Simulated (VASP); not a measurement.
Set up this calculation in VASP 6.6.1, as the native input.

```
Task                               : electrostatic potential
Functional                         : PBE0
Potentials or basis                : VASP PAW PBE potentials, release 64 (Na_pv, Cl)
Cutoff                             : 520 eV
k mesh                             : 6 × 6 × 6
Occupations                        : gaussian, width 0.02 eV
Spin                               : no spin polarisation
Grid for exact exchange (PRECFOCK) : Fast
Exchange at q = 0                  : default
Further INCAR settings             : ALGO = Normal; EDIFF = 1e-06
```

The system is NaCl.

```
CELL_PARAMETERS angstrom
0.00000 2.84823 2.84823
2.84823 0.00000 2.84823
2.84823 2.84823 0.00000
ATOMIC_POSITIONS crystal
Na 0.00000 0.00000 0.00000
Cl 0.50000 0.50000 0.50000
```

The cell was built by a generator and needn't be a form met in nature.

The input as run:

POSCAR

```
NaCl                                    
1.0
   -0.0000000000      2.8482305685      2.8482305685
    2.8482305685      0.0000000000      2.8482305685
    2.8482305685      2.8482305685     -0.0000000000
  Na              Cl            
     1     1
Direct
     1.0000000000000000    0.0000000000000000    0.0000000000000000
     0.5000000000000000    0.5000000000000000    0.5000000000000000
```

INCAR.step1

```
SYSTEM = NaCl
PREC = Accurate ; ENCUT = 520
EDIFF = 1E-5 ; ISMEAR = 0
SIGMA = 0.02 ; LREAL = .FALSE.
LASPH = .TRUE. ; NELM = 60
ALGO = Normal ; ISIF = 2
LWAVE = .TRUE. ; GGA = PE
KPAR = 4
```

INCAR.step2

```
SYSTEM = NaCl
PREC = Accurate ; ENCUT = 520
EDIFF = 1E-6 ; ISMEAR = 0
SIGMA = 0.02 ; LREAL = .FALSE.
LASPH = .TRUE. ; NELM = 60
ALGO = Normal ; ISIF = 2
LWAVE = .FALSE. ; LCHARG = .TRUE.
GGA = PE ; LHFCALC = .TRUE.
AEXX = 0.25 ; PRECFOCK = Fast
LVHAR = .TRUE. ; ISTART = 1
KPAR = 4
```

KPOINTS

```
regular mesh
0
G
  6 6 6
  0 0 0
```

Potentials or basis: VASP PAW PBE potentials, release 64 (Na_pv, Cl).

Run with:

```bash
$ cat potpaw_PBE.64/Na_pv/POTCAR potpaw_PBE.64/Cl/POTCAR > POTCAR
$ cp INCAR.step1 INCAR
$ mpirun -np 4 vasp_std > vasp.out
$ cp INCAR.step2 INCAR
$ mpirun -np 4 vasp_std > vasp.out
```

Results of the run:

- Pressure: -0.6 GPa
- Band gap on the k mesh: 7.08 eV, direct

Caveat: the PAW data sets were made with another functional, which shifts forces and pressure a little.

It took 66 s on 4 MPI ranks on AMD EPYC 9R14 (Zen 4) (shared host), peak memory 0.15 GiB a rank.
